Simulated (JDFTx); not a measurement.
# InAs (F-43m) in JDFTx: further runs

Aim: see how the results for InAs move with the level of theory and the settings. Levels: LDA, PBE. Tasks: single point.

Program: JDFTx 1.7.0 (patched build). These are calculated values, not measurements. Logs are shortened: lines on timing, memory, paths and dates and some standing lists are left out, and cuts for length are marked. The log counts tension as positive stress, the text compression.

**Experimental background.**

From a printed reference work, data compilation, for a bulk crystal of InAs at 4.2 K: band gap 0.418 eV (direct).

How close the calculation comes is told below.

### 1 Starting point

Symmetry: F-43m, No. 216, cubic system. The conventional cell has a = 6.036 Å, b = 6.036 Å, c = 6.036 Å, α = 90.00°, β = 90.00°, γ = 90.00°. In (site symmetry -43m) has 4 As at 2.61 Å as nearest neighbours. As (site symmetry -43m) has 4 In at 2.61 Å as nearest neighbours.

### 2 Single point, LDA

InAs.in

```
lattice Face-Centered Cubic 11.4063868882
coords-type Lattice
ion In     0.0000000000     0.0000000000     0.0000000000 1
ion As     0.7500000000     0.7500000000     0.7500000000 1

ion-species pseudo/In.upf
ion-species pseudo/As.upf
elec-cutoff 40 320
elec-ex-corr lda-PW
kpoint-folding 8 8 8
elec-smearing Fermi 0.0018374661
elec-n-bands 21
electronic-SCF nIterations 100 energyDiffThreshold 1e-09
electronic-minimize nIterations 30 energyDiffThreshold 1e-7
converge-empty-states yes
forces-output-coords Cartesian

dump-name run.$VAR
dump End Ecomponents EigStats BandEigs Kpoints Forces Stress ElecDensity
```

Potentials or basis: PseudoDojo-SR-LDA-0.4.1-standard.

The run is started by

```sh
$ jdftx -c 1 -i InAs.in -o InAs.out
```

Output:

```text
*************** JDFTx 1.7.0 (patched build) ***************

Input parsed successfully to the following command list (including defaults):
[... the input with its defaults ...]

---------- Setting up symmetries ----------

Found 48 point-group symmetries of the bravais lattice
Found 24 space-group symmetries with basis
Applied RMS atom displacement 0 bohrs to make symmetries exact.

---------- Initializing the Grid ----------
R =
[            0      5.70319      5.70319  ]
[      5.70319            0      5.70319  ]
[      5.70319      5.70319            0  ]
unit cell volume = 371.009
G =
[  -0.550848   0.550848   0.550848  ]
[   0.550848  -0.550848   0.550848  ]
[   0.550848   0.550848  -0.550848  ]
Minimum fftbox size, Smin = [  68  68  68  ]
Chosen fftbox size, S = [  70  70  70  ]

---------- Initializing tighter grid for wavefunction operations ----------
R =
[            0      5.70319      5.70319  ]
[      5.70319            0      5.70319  ]
[      5.70319      5.70319            0  ]
unit cell volume = 371.009
G =
[  -0.550848   0.550848   0.550848  ]
[   0.550848  -0.550848   0.550848  ]
[   0.550848   0.550848  -0.550848  ]
Minimum fftbox size, Smin = [  48  48  48  ]
Chosen fftbox size, S = [  48  48  48  ]

---------- Exchange Correlation functional ----------
Initalized Slater LDA exchange.
Initalized Perdew-Wang LDA correlation.

---------- Setting up pseudopotentials ----------
Width of ionic core gaussian charges (only for fluid interactions / plotting) set to 0

Reading pseudopotential file 'pseudo/In.upf':
  'In' pseudopotential, 'SLA  PW   NOGX NOGC' functional
  Generated using ONCVPSP code by D. R. Hamann
  13 valence electrons, 3 orbitals, 6 projectors, 1001 radial grid points, with lMax = 2
    4D    l: 2   occupation: 10.0   eigenvalue: -0.687856
    5S    l: 0   occupation:  2.0   eigenvalue: -0.311709
    5P    l: 1   occupation:  1.0   eigenvalue: -0.099150
  Core radius for overlap checks: 2.17 bohrs.

Reading pseudopotential file 'pseudo/As.upf':
  'As' pseudopotential, 'SLA  PW   NOGX NOGC' functional
  Generated using ONCVPSP code by D. R. Hamann
  15 valence electrons, 3 orbitals, 6 projectors, 1001 radial grid points, with lMax = 2
    3D    l: 2   occupation: 10.0   eigenvalue: -1.502949
    4S    l: 0   occupation:  2.0   eigenvalue: -0.540203
    4P    l: 1   occupation:  3.0   eigenvalue: -0.196304
  Core radius for overlap checks: 1.74 bohrs.

Initialized 2 species with 2 total atoms.

Folded 1 k-points by 8x8x8 to 512 k-points.

---------- Setting up k-points, bands, fillings ----------
Adding inversion symmetry to k-mesh for non-inversion-symmetric unit cell.
Reduced to 29 k-points under symmetry.
Computing the number of bands and number of electrons
Calculating initial fillings.
nElectrons:  28.000000   nBands: 21   nStates: 29

----- Setting up reduced wavefunction bases (one per k-point) -----
average nbasis = 4481.729 , ideal nbasis = 4482.995

---------- Setting up ewald sum ----------
Optimum gaussian width for ewald sums = 2.590292 bohr.
Real space sum over 1331 unit cells with max indices [  5  5  5  ]
Reciprocal space sum over 2197 terms with max indices [  6  6  6  ]

---------- Allocating electronic variables ----------
Initializing wave functions:  linear combination of atomic orbitals
Note: number of bands (21) exceeds available atomic orbitals (18)
In pseudo-atom occupations:   s ( 2 )  p ( 1 )  d ( 10 )
As pseudo-atom occupations:   s ( 2 )  p ( 3 )  d ( 10 )
	FillingsUpdate:  mu: +0.310229214  nElectrons: 28.000000
LCAOMinimize: Iter:   0  F: -152.9022389294637208  |grad|_K:  1.706e-03  alpha:  1.000e+00
	FillingsUpdate:  mu: +0.291746544  nElectrons: 28.000000
LCAOMinimize: Iter:   1  F: -152.9113774245074353  |grad|_K:  4.060e-05  alpha:  4.800e-01  linmin: -1.281e-01  cgtest:  4.269e-01
LCAOMinimize: Encountered beta<0, resetting CG.
	FillingsUpdate:  mu: +0.291631753  nElectrons: 28.000000
LCAOMinimize: Iter:   2  F: -152.9113856026968108  |grad|_K:  1.044e-05  alpha:  7.750e-01  linmin: -8.456e-04  cgtest:  1.138e-02
	FillingsUpdate:  mu: +0.291757671  nElectrons: 28.000000
LCAOMinimize: Iter:   3  F: -152.9113859867641168  |grad|_K:  9.336e-07  alpha:  5.502e-01  linmin: -2.300e-05  cgtest: -3.294e-02
	FillingsUpdate:  mu: +0.291753282  nElectrons: 28.000000
LCAOMinimize: Iter:   4  F: -152.9113859920101390  |grad|_K:  3.915e-08  alpha:  9.411e-01  linmin: -3.298e-04  cgtest:  6.147e-03
LCAOMinimize: Converged (|Delta F|<1.000000e-06 for 2 iters).

-------- Electronic minimization -----------
Will mix electronic density at each iteration.
	FillingsUpdate:  mu: +0.291753282  nElectrons: 28.000000
	FillingsUpdate:  mu: +0.285991356  nElectrons: 28.000000
SCF: Cycle:  0   F: -152.943567882244992   dF: -3.218e-02   |Residual|: 4.107e-02   |deigs|: 1.268e-01
	FillingsUpdate:  mu: +0.287159606  nElectrons: 28.000000
SCF: Cycle:  1   F: -152.944193349617876   dF: -6.255e-04   |Residual|: 2.246e-02   |deigs|: 6.529e-03
	FillingsUpdate:  mu: +0.289617417  nElectrons: 28.000000
SCF: Cycle:  2   F: -152.944341353846880   dF: -1.480e-04   |Residual|: 4.048e-03   |deigs|: 2.595e-03
	FillingsUpdate:  mu: +0.290173104  nElectrons: 28.000000
SCF: Cycle:  3   F: -152.944350901576314   dF: -9.548e-06   |Residual|: 1.669e-03   |deigs|: 1.412e-03
	FillingsUpdate:  mu: +0.290422681  nElectrons: 28.000000
SCF: Cycle:  4   F: -152.944352734859052   dF: -1.833e-06   |Residual|: 5.849e-04   |deigs|: 2.867e-04
	FillingsUpdate:  mu: +0.290424634  nElectrons: 28.000000
SCF: Cycle:  5   F: -152.944353171140222   dF: -4.363e-07   |Residual|: 1.665e-04   |deigs|: 1.156e-04
	FillingsUpdate:  mu: +0.290475243  nElectrons: 28.000000
SCF: Cycle:  6   F: -152.944353543185770   dF: -3.720e-07   |Residual|: 4.875e-05   |deigs|: 1.513e-04
	FillingsUpdate:  mu: +0.290477821  nElectrons: 28.000000
SCF: Cycle:  7   F: -152.944353678747603   dF: -1.356e-07   |Residual|: 1.370e-05   |deigs|: 1.031e-04
	FillingsUpdate:  mu: +0.290476817  nElectrons: 28.000000
SCF: Cycle:  8   F: -152.944353741117567   dF: -6.237e-08   |Residual|: 9.257e-06   |deigs|: 5.501e-05
	FillingsUpdate:  mu: +0.290476620  nElectrons: 28.000000
SCF: Cycle:  9   F: -152.944353761856576   dF: -2.074e-08   |Residual|: 5.731e-06   |deigs|: 4.403e-05
	FillingsUpdate:  mu: +0.290476709  nElectrons: 28.000000
SCF: Cycle: 10   F: -152.944353771832454   dF: -9.976e-09   |Residual|: 1.219e-06   |deigs|: 5.681e-05
	FillingsUpdate:  mu: +0.290476691  nElectrons: 28.000000
SCF: Cycle: 11   F: -152.944353774600103   dF: -2.768e-09   |Residual|: 1.662e-06   |deigs|: 2.599e-05
	FillingsUpdate:  mu: +0.290476701  nElectrons: 28.000000
SCF: Cycle: 12   F: -152.944353776549406   dF: -1.949e-09   |Residual|: 1.206e-06   |deigs|: 3.259e-05
	FillingsUpdate:  mu: +0.290476722  nElectrons: 28.000000
SCF: Cycle: 13   F: -152.944353776966437   dF: -4.170e-10   |Residual|: 8.652e-07   |deigs|: 1.316e-05
	FillingsUpdate:  mu: +0.290476728  nElectrons: 28.000000
SCF: Cycle: 14   F: -152.944353777266173   dF: -2.997e-10   |Residual|: 4.326e-07   |deigs|: 1.831e-05
SCF: Converged (|Delta E|<1.000000e-09 for 2 iters).

Setting wave functions to eigenvectors of Hamiltonian
Converging empty states (this may take a while):
EmptyStates: None of the convergence criteria satisfied.
|deigs|: 4.283e-05

# Stress tensor in Cartesian coordinates [Eh/a0^3]:
[  1.62996e-05            0            0  ]
[            0  1.62996e-05            0  ]
[            0            0  1.62996e-05  ]

# Ionic positions in lattice coordinates:
ion In   0.000000000000000   0.000000000000000   0.000000000000000 1
ion As   0.750000000000000   0.750000000000000   0.750000000000000 1

# Forces in Cartesian coordinates:
force In  -0.000000000000000   0.000000000000000   0.000000000000000 1
force As   0.000000000000000   0.000000000000000  -0.000000000000000 1

# Energy components:
   Eewald =      -92.8949152033454908
       EH =       52.2197259225151242
     Eloc =     -140.5828940457850251
      Enl =      -65.5982972138190092
      Exc =      -43.1128610166675017
 Exc_core =       19.2940418529494551
       KE =      117.7308655148759726
-------------------------------------
     Etot =     -152.9443341892765034
       TS =        0.0000195879896767
-------------------------------------
        F =     -152.9443537772661728

IonicMinimize: Iter:   0  F: -152.944353777266173  |grad|_K:        nan
IonicMinimize: None of the convergence criteria satisfied after 0 iterations.

#--- Lowdin population analysis ---
# oxidation-state In +0.214
# oxidation-state As -0.184

Dumping 'run.eigStats' ...
	eMin: -1.004189 at state 20 ( [ +0.000000 +0.500000 +0.500000 ] spin 0 )
	HOMO: +0.288757 at state 0 ( [ +0.000000 +0.000000 +0.000000 ] spin 0 )
	mu  : +0.290477
	LUMO: +0.318155 at state 4 ( [ +0.000000 +0.000000 +0.500000 ] spin 0 )
	eMax: +0.757902 at state 19 ( [ +0.000000 +0.375000 -0.375000 ] spin 0 )
	HOMO-LUMO gap: +0.029398
	Optical gap  : +0.043178 at state 1 ( [ +0.000000 +0.000000 +0.125000 ] spin 0 )
WARNING: the last solve of the electrons (or of bands or displaced states from it) ended unconverged.
Done!
[note: the HOMO, LUMO and gaps printed at the end count levels as full or empty at half filling, so they show a gap where a level is partly filled]
```

It took 2.3 min on 1 thread of Arm Neoverse V2, shared host; peak memory 0.18 GiB.

What came out:

* Free energy: -4161.8279 eV
* Pressure: -0.5 GPa
* Band gap on the k mesh: none (metal or under the smearing width)
* Loewdin charges: In +0.21; As -0.18 e

Caveat: the empty levels aren't tightly converged; this crystal is a semiconductor, whose small gap the functional closes, so the metal is an error of the method.

### 3 Single point, PBE

InAs.in, as its differences from that of step 2:

```diff
@@ -7,4 +7,4 @@
 ion-species pseudo/As.upf
-elec-cutoff 40 320
-elec-ex-corr lda-PW
+elec-cutoff 42 336
+elec-ex-corr gga-PBE
 kpoint-folding 8 8 8
```

Potentials or basis: PseudoDojo-SR-PBE-0.5-standard.

The run is started by

```sh
$ jdftx -c 1 -i InAs.in -o InAs.out
```

Output:

```text
*************** JDFTx 1.7.0 (patched build) ***************

Input parsed successfully to the following command list (including defaults):
[... the input with its defaults ...]

---------- Setting up symmetries ----------

Found 48 point-group symmetries of the bravais lattice
Found 24 space-group symmetries with basis
Applied RMS atom displacement 0 bohrs to make symmetries exact.

---------- Initializing the Grid ----------
R =
[            0      5.70319      5.70319  ]
[      5.70319            0      5.70319  ]
[      5.70319      5.70319            0  ]
unit cell volume = 371.009
G =
[  -0.550848   0.550848   0.550848  ]
[   0.550848  -0.550848   0.550848  ]
[   0.550848   0.550848  -0.550848  ]
Minimum fftbox size, Smin = [  68  68  68  ]
Chosen fftbox size, S = [  70  70  70  ]

---------- Initializing tighter grid for wavefunction operations ----------
R =
[            0      5.70319      5.70319  ]
[      5.70319            0      5.70319  ]
[... 115 lines left out ...]
[            0 -0.000148339            0  ]
[            0            0 -0.000148339  ]

# Ionic positions in lattice coordinates:
ion In   0.000000000000000   0.000000000000000   0.000000000000000 1
ion As   0.750000000000000   0.750000000000000   0.750000000000000 1

# Forces in Cartesian coordinates:
force In  -0.000000000000000  -0.000000000000000   0.000000000000000 1
force As  -0.000000000000000  -0.000000000000000   0.000000000000000 1

# Energy components:
   Eewald =      -92.8949152033454908
       EH =       52.2906521851408783
     Eloc =     -139.0921569094908250
      Enl =      -67.0828191103421574
      Exc =      -43.8298950287590472
 Exc_core =       19.9118520378020563
       KE =      118.0741715874732733
-------------------------------------
     Etot =     -152.6231104415212769
       TS =        0.0000201637897580
-------------------------------------
        F =     -152.6231306053110472

IonicMinimize: Iter:   0  F: -152.623130605311047  |grad|_K:        nan
IonicMinimize: None of the convergence criteria satisfied after 0 iterations.

#--- Lowdin population analysis ---
# oxidation-state In +0.261
# oxidation-state As -0.229

Dumping 'run.eigStats' ...
	eMin: -0.987760 at state 20 ( [ +0.000000 +0.500000 +0.500000 ] spin 0 )
	HOMO: +0.300340 at state 0 ( [ +0.000000 +0.000000 +0.000000 ] spin 0 )
	mu  : +0.302117
	LUMO: +0.336020 at state 4 ( [ +0.000000 +0.000000 +0.500000 ] spin 0 )
	eMax: +0.775193 at state 19 ( [ +0.000000 +0.375000 -0.375000 ] spin 0 )
	HOMO-LUMO gap: +0.035680
	Optical gap  : +0.048342 at state 1 ( [ +0.000000 +0.000000 +0.125000 ] spin 0 )
WARNING: the last solve of the electrons (or of bands or displaced states from it) ended unconverged.
Done!
[note: the HOMO, LUMO and gaps printed at the end count levels as full or empty at half filling, so they show a gap where a level is partly filled]
```

It took 2.6 min on 1 thread of Arm Neoverse V2, shared host; peak memory 0.2 GiB.

What came out:

```
Free energy            : -4153.0870 eV
Pressure               : 4.4 GPa
Band gap on the k mesh : none (metal or under the smearing width)
Loewdin charges        : In +0.26; As -0.23 e
```

Caveat: the empty levels aren't tightly converged; this crystal is a semiconductor, whose small gap the functional closes, so the metal is an error of the method.

### 4 How close it comes

Step 2. Measured gap of InAs: 0.418 eV (direct; 4.2 K; a printed reference work, data compilation). This calculation gives 0.00 eV (-0.42 eV). Spin-orbit coupling on As, In is left out. The value is that of LDA on a finite k mesh, which can miss the band edges, without temperature or zero-point motion. Semilocal functionals fall short of measured gaps as a rule.

Step 3. Against the measured gap of InAs, 0.418 eV (direct; 4.2 K; a printed reference work, data compilation), the calculated 0.00 eV is off by -0.42 eV. Spin-orbit coupling on As, In is left out. The value is that of PBE on a finite k mesh, which can miss the band edges, without temperature or zero-point motion. Semilocal functionals fall short of measured gaps as a rule.
